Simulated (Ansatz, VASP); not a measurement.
## C: VASP beside Ansatz

```xyz
2
Lattice="-1.9388 1.9388 1.0706 1.9388 -1.9388 1.0706 1.9388 1.9388 -1.0706" Properties=species:S:1:pos:R:3 pbc="T T T"
C     1.9388    0.0000    0.5353
C     0.0000    0.0000    1.0706
```

Alike in both runs: task single point; functional PBE; k mesh 22 × 22 × 22; occupations gaussian, width 0.1 eV; no spin polarisation.

```csv
,VASP,Ansatz
version,VASP 6.6.1,Ansatz 0.2.0
potentials or method,"VASP PAW PBE potentials, release 64 (C)","scalar-relativistic, plane waves, PAW"
plane-wave cutoff (eV),520,420
valence electrons in the cell,8,8
```

```csv
,VASP,Ansatz,Ansatz less VASP
gap on the k mesh at the Fermi level (eV),none,none,-
pressure (GPa),-53.3,-53.5,-0.12
largest component of the traceless stress (GPa),19.32,19.37,+0.045
```

A gap of «none» marks a metal or a gap that the smearing closes.

Caveats: the cell as given lies far from equilibrium; so large a pressure means that the cell lies far from this level's equilibrium, or that cutoff or potentials fall short (VASP).
